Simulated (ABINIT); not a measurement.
# ZnSe (Stilleite) (F-43m) in ABINIT: single point with PBE

Aim: the single point of ZnSe (Stilleite) with PBE.

Program: ABINIT 10.8.3 (patched build). These are calculated values, not measurements. Logs are shortened: lines on timing, memory, paths and dates and some standing lists are left out, and cuts for length are marked. The log counts tension as positive stress, the text compression.

**Experimental background.**

From “Alloy Disordering Effects on the Thermal Conductivity and Energy Gap Temperature Dependence of Cd1−xZnxSe Ternary Crystals Grown by the Bridgman Method”, 2023, pmc:10253836, for a bulk crystal of ZnSe at 300 K: band gap 2.695 ± 0.003 eV (an exciton energy, a little under the gap).

The results are compared with them further down.

## 1. The structure

The structure is cubic, space group F-43m (No. 216). The conventional cell has a = 5.668 Å, b = 5.668 Å, c = 5.668 Å, α = 90.00°, β = 90.00°, γ = 90.00°. Se (site symmetry -43m) is surrounded by 4 Zn at 2.45 Å. Around Zn (site symmetry -43m) lie 4 Se at 2.45 Å.

## 2. Single point, PBE

Input file run.abi:

```
pp_dirpath "./"
pseudos "Se.upf, Zn.upf"

acell 7.5732633804 7.5732633804 7.5732633804
rprim
     0.0000000000     0.7071067812     0.7071067812
     0.7071067812     0.0000000000     0.7071067812
     0.7071067812     0.7071067812     0.0000000000
ntypat 2
znucl 34 30
natom 2
typat 1 2
xred
     0.7500000000     0.7500000000     0.7500000000
     0.0000000000     0.0000000000     0.0000000000

ecut 40.0

kptopt 1
ngkpt 6 6 6
nshiftk 1
shiftk 0.0 0.0 0.0

ixc 11

nband 22
occopt 3
tsmear 0.05 eV

nstep 100
tolvrs 1.0e-10

iomode 3
prtwf 0
prtden 0
prteig 0
prtebands 0
enunit 1
```

Potentials or basis: PseudoDojo NC SR PBE v0.4.1 standard.

Command:

```
mpirun --bind-to none -np 4 abinit run.abi > log 2>&1
```

run.abo:

```text
.Version 10.8.3 of ABINIT
 Symmetries : space group F-4 3 m (#216); Bravais cF (face-center cubic)
================================================================================
 Values of the parameters that define the memory need of the present run
     intxc =       0    ionmov =       0      iscf =       7    lmnmax =       6
     lnmax =       6     mgfft =      45  mpssoang =       3    mqgrid =    3001
     natom =       2  nloc_mem =       1    nspden =       1   nspinor =       1
    nsppol =       1      nsym =      24    n1xccc =    2501    ntypat =       2
    occopt =       3   xclevel =       2
       mpw =        3730          nfft =       91125          nkpt =          16
================================================================================
================================================================================

--------------------------------------------------------------------------------
------------- Echo of variables that govern the present computation ------------
--------------------------------------------------------------------------------
 -outvars: echo values of preprocessed input variables --------
            acell      7.5732633804E+00  7.5732633804E+00  7.5732633804E+00 Bohr
              amu      7.89600000E+01  6.53900000E+01
             ecut      4.00000000E+01 Hartree
           enunit           1
              ixc          11
         kptrlatt        6    0    0      0    6    0      0    0    6
          kptrlen      4.54395803E+01
            natom           2
            nband          22
            ngfft          45      45      45
             nkpt          16
            nstep         100
             nsym          24
           ntypat           2
           occopt           3
           prtden           0
        prtebands           0
           prteig           0
            prtwf           0
            rprim      0.0000000000E+00  7.0710678120E-01  7.0710678120E-01
                       7.0710678120E-01  0.0000000000E+00  7.0710678120E-01
                       7.0710678120E-01  7.0710678120E-01  0.0000000000E+00
          spgroup         216
           tolvrs      1.00000000E-10
           tsmear      1.83746611E-03 Hartree
            typat      1  2
           xangst      4.2506999972E+00  4.2506999972E+00  4.2506999972E+00
                       0.0000000000E+00  0.0000000000E+00  0.0000000000E+00
            xcart      8.0326588381E+00  8.0326588381E+00  8.0326588381E+00
                       0.0000000000E+00  0.0000000000E+00  0.0000000000E+00
             xred      7.5000000000E-01  7.5000000000E-01  7.5000000000E-01
                       0.0000000000E+00  0.0000000000E+00  0.0000000000E+00
            znucl       34.00000   30.00000

================================================================================

 chkinp: Checking input parameters for consistency.

================================================================================
== DATASET  1 ==================================================================

--- !DatasetInfo
iteration_state: {dtset: 1, }
dimensions: {natom: 2, nkpt: 16, mband: 22, nsppol: 1, nspinor: 1, nspden: 1, mpw: 3730, }
cutoff_energies: {ecut:  40.0, pawecutdg:  -1.0, }
electrons: {nelect:   3.60000000E+01, charge:   0.00000000E+00, occopt:   3.00000000E+00, tsmear:   1.83746611E-03, }
meta: {optdriver: 0, ionmov: 0, optcell: 0, iscf: 7, paral_kgb: 0, }
...

 Exchange-correlation functional for the present dataset will be:
  GGA: Perdew-Burke-Ernzerhof functional - ixc=11
  J.P.Perdew, K.Burke, M.Ernzerhof, PRL 77, 3865 (1996)

 Real(R)+Recip(G) space primitive vectors, cartesian coordinates (Bohr,Bohr^-1):
 R(1)=  0.0000000  5.3551059  5.3551059  G(1)= -0.0933688  0.0933688  0.0933688
 R(2)=  5.3551059  0.0000000  5.3551059  G(2)=  0.0933688 -0.0933688  0.0933688
 R(3)=  5.3551059  5.3551059  0.0000000  G(3)=  0.0933688  0.0933688 -0.0933688
 Unit cell volume ucvol=  3.0713845E+02 bohr^3
 Angles (23,13,12)=  6.00000000E+01  6.00000000E+01  6.00000000E+01 degrees

 getcut: wavevector=  0.0000  0.0000  0.0000  ngfft=  45  45  45
         ecut(hartree)=     40.000   => boxcut(ratio)=   2.04068

--- Pseudopotential description ------------------------------------------------
- pspini: atom type   1  psp file is ./Se.upf
12 -101130 2 -1 1214                          pspcod,pspxc,lmax,lloc,mmax
     nproj     2     2     2

- pspini: atom type   2  psp file is ./Zn.upf
12 -101130 2 -1 1326                          pspcod,pspxc,lmax,lloc,mmax
     nproj     2     2     2

   2.02373860E+03                                ecore*ucvol(ha*bohr**3)
--------------------------------------------------------------------------------

================================================================================

--- !BeginCycle
iteration_state: {dtset: 1, }
solver: {iscf: 7, nstep: 100, nline: 4, wfoptalg: 0, }
tolerances: {tolvrs: 1.00E-10, }
...

     iter   Etot(hartree)      deltaE(h)  residm     vres2
 ETOT  1  -326.55781725903    -3.266E+02 1.312E+00 9.181E+03
 ETOT  2  -328.12420165323    -1.566E+00 8.719E-02 1.577E+04
 ETOT  3  -330.00275618612    -1.879E+00 5.179E-02 2.429E+03
 ETOT  4  -330.20438398339    -2.016E-01 6.705E-03 9.552E+02
 ETOT  5  -330.29347888034    -8.909E-02 4.618E-03 2.684E+02
 ETOT  6  -330.32449497806    -3.102E-02 4.016E-03 4.268E+01
 ETOT  7  -330.32851447221    -4.019E-03 1.790E-03 1.242E+01
 ETOT  8  -330.33029001529    -1.776E-03 2.912E-03 5.044E-03
 ETOT  9  -330.33028726250     2.753E-06 1.553E-03 3.830E-02
 ETOT 10  -330.33029324105    -5.979E-06 9.579E-04 2.509E-05
 ETOT 11  -330.33029325260    -1.155E-08 7.966E-04 5.849E-06
 ETOT 12  -330.33029325450    -1.896E-09 2.385E-04 1.093E-06
 ETOT 13  -330.33029325474    -2.385E-10 2.974E-04 2.369E-08
 ETOT 14  -330.33029325475    -8.185E-12 8.802E-05 2.951E-09
 ETOT 15  -330.33029325474     8.072E-12 9.888E-05 1.374E-10
 ETOT 16  -330.33029325475    -7.105E-12 2.983E-05 8.390E-13

 At SCF step   16       vres2   =  8.39E-13 < tolvrs=  1.00E-10 =>converged.

 Cartesian components of stress tensor (hartree/bohr^3)
  sigma(1 1)= -6.58884022E-05  sigma(3 2)=  0.00000000E+00
  sigma(2 2)= -6.58884022E-05  sigma(3 1)=  0.00000000E+00
  sigma(3 3)= -6.58884022E-05  sigma(2 1)=  0.00000000E+00

--- !ResultsGS
iteration_state: {dtset: 1, }
comment   : Summary of ground state results
lattice_vectors:
- [  0.0000000,   5.3551059,   5.3551059, ]
- [  5.3551059,   0.0000000,   5.3551059, ]
- [  5.3551059,   5.3551059,   0.0000000, ]
lattice_lengths: [   7.57326,    7.57326,    7.57326, ]
lattice_angles: [ 60.000,  60.000,  60.000, ] # degrees, (23, 13, 12)
lattice_volume:   3.0713845E+02
convergence: {deltae: -7.105E-12, res2:  8.390E-13, residm:  2.983E-05, diffor: null, }
etotal    :  -3.30330293E+02
entropy   :   0.00000000E+00
fermie    :   1.49845185E-01
cartesian_stress_tensor: # hartree/bohr^3
- [ -6.58884022E-05,   0.00000000E+00,   0.00000000E+00, ]
- [  0.00000000E+00,  -6.58884022E-05,   0.00000000E+00, ]
- [  0.00000000E+00,   0.00000000E+00,  -6.58884022E-05, ]
pressure_GPa:   1.9385E+00
xred      :
- [  7.5000E-01,   7.5000E-01,   7.5000E-01, Se]
- [  0.0000E+00,   0.0000E+00,   0.0000E+00, Zn]
cartesian_forces: # hartree/bohr
- [ -0.00000000E+00,  -0.00000000E+00,  -0.00000000E+00, ]
- [ -0.00000000E+00,  -0.00000000E+00,  -0.00000000E+00, ]
force_length_stats: {min:   0.00000000E+00, max:   0.00000000E+00, mean:   0.00000000E+00, }
...

 Integrated electronic density in atomic spheres:
 ------------------------------------------------
 Atom  Sphere_radius  Integrated_density
    1        2.00000         13.25732248
    2        2.00000         18.12533853
================================================================================

 ----iterations are completed or convergence reached----

 Mean square residual over all n,k,spin=   92.951E-09; max=  29.827E-06
 reduced coordinates (array xred) for    2 atoms
       0.750000000000      0.750000000000      0.750000000000
       0.000000000000      0.000000000000      0.000000000000
 rms dE/dt=  0.0000E+00; max dE/dt=  0.0000E+00; dE/dt below (all hartree)
    1       0.000000000000      0.000000000000      0.000000000000
    2       0.000000000000      0.000000000000      0.000000000000

 cartesian coordinates (angstrom) at end:
    1      4.25069999721944     4.25069999721944     4.25069999721944
    2      0.00000000000000     0.00000000000000     0.00000000000000

 cartesian forces (hartree/bohr) at end:
    1     -0.00000000000000    -0.00000000000000    -0.00000000000000
    2     -0.00000000000000    -0.00000000000000    -0.00000000000000
 frms,max,avg= 0.0000000E+00 0.0000000E+00   0.000E+00  0.000E+00  0.000E+00 h/b

 cartesian forces (eV/Angstrom) at end:
    1     -0.00000000000000    -0.00000000000000    -0.00000000000000
    2     -0.00000000000000    -0.00000000000000    -0.00000000000000
 frms,max,avg= 0.0000000E+00 0.0000000E+00   0.000E+00  0.000E+00  0.000E+00 e/A
 length scales=  7.573263380400  7.573263380400  7.573263380400 bohr
              =  4.007598390355  4.007598390355  4.007598390355 angstroms
 Fermi (or HOMO) energy (eV) =   4.07750   Average Vxc (eV)=  -9.86168
 Eigenvalues (   eV  ) for nkpt=  16  k points:
 kpt#   1, nband= 22, wtk=  0.00463, kpt=  0.0000  0.0000  0.0000 (reduced coord)
-121.83824  -75.99771  -75.99771  -75.99771  -43.50896  -43.50896  -43.50896  -43.50409
 -43.50409   -9.85382   -3.13538   -3.13538   -3.13538   -2.76706   -2.76706    3.40505
   3.40505    3.40505    4.69322    9.21949    9.21949    9.21949
 prteigrs : prtvol=0 or 1, do not print more k-points.

--- !EnergyTerms
iteration_state     : {dtset: 1, }
comment             : Components of total free energy in Hartree
kinetic             :  1.70823278942186E+02
hartree             :  1.24976390530118E+02
xc                  : -4.67005889282949E+01
Ewald energy        : -1.64371564838446E+02
psp_core            :  6.58901095541084E+00
local_psp           : -3.20390267830014E+02
non_local_psp       : -1.01256552083573E+02
internal            : -3.30330293252613E+02
'-kT*entropy'       : -2.13314096004475E-09
total_energy        : -3.30330293254746E+02
total_energy_eV     : -8.98874519850307E+03
band_energy         : -4.32245566019725E+01
...

 Cartesian components of stress tensor (hartree/bohr^3)
  sigma(1 1)= -6.58884022E-05  sigma(3 2)=  0.00000000E+00
  sigma(2 2)= -6.58884022E-05  sigma(3 1)=  0.00000000E+00
  sigma(3 3)= -6.58884022E-05  sigma(2 1)=  0.00000000E+00

-Cartesian components of stress tensor (GPa)         [Pressure=  1.9385E+00 GPa]
- sigma(1 1)= -1.93850372E+00  sigma(3 2)=  0.00000000E+00
- sigma(2 2)= -1.93850372E+00  sigma(3 1)=  0.00000000E+00
- sigma(3 3)= -1.93850372E+00  sigma(2 1)=  0.00000000E+00

== END DATASET(S) ==============================================================
================================================================================

 -outvars: echo values of variables after computation  --------
            acell      7.5732633804E+00  7.5732633804E+00  7.5732633804E+00 Bohr
           etotal     -3.3033029325E+02
            fcart     -0.0000000000E+00 -0.0000000000E+00 -0.0000000000E+00
                      -0.0000000000E+00 -0.0000000000E+00 -0.0000000000E+00
            rprim      0.0000000000E+00  7.0710678120E-01  7.0710678120E-01
                       7.0710678120E-01  0.0000000000E+00  7.0710678120E-01
                       7.0710678120E-01  7.0710678120E-01  0.0000000000E+00
           strten     -6.5888402211E-05 -6.5888402211E-05 -6.5888402211E-05
                       0.0000000000E+00  0.0000000000E+00  0.0000000000E+00
           xangst      4.2506999972E+00  4.2506999972E+00  4.2506999972E+00
                       0.0000000000E+00  0.0000000000E+00  0.0000000000E+00
             xred      7.5000000000E-01  7.5000000000E-01  7.5000000000E-01
                       0.0000000000E+00  0.0000000000E+00  0.0000000000E+00
 Calculation completed.
```

Wall time 33 s (4 MPI ranks of Arm Neoverse N1, shared host); peak memory 0.32 GiB.

What came out:

```
Free energy                                           : -8988.7452 eV
Pressure                                              : 1.9 GPa
Band gap on the k mesh                                : 1.29 eV, direct
Valence electrons inside the program's atomic spheres : Se 13.26; Zn 18.13
```

## 3. Comparison with measurements

Step 2. A measured gap of ZnSe is 2.695 eV (an exciton energy, a little under the gap; 300 K; “Alloy Disordering Effects on the Thermal Conductivity and Energy Gap Temperature Dependence of Cd1−xZnxSe Ternary Crystals Grown by the Bridgman Method”, 2023, pmc:10253836); the calculated 1.29 eV misses it by -1.41 eV. So large a miss can be the level of theory's own, or it may mean another phase, state or a wrong row. Spin-orbit coupling on Se is left out. The value is that of PBE, without temperature or zero-point motion. Semilocal functionals fall short of measured gaps as a rule.
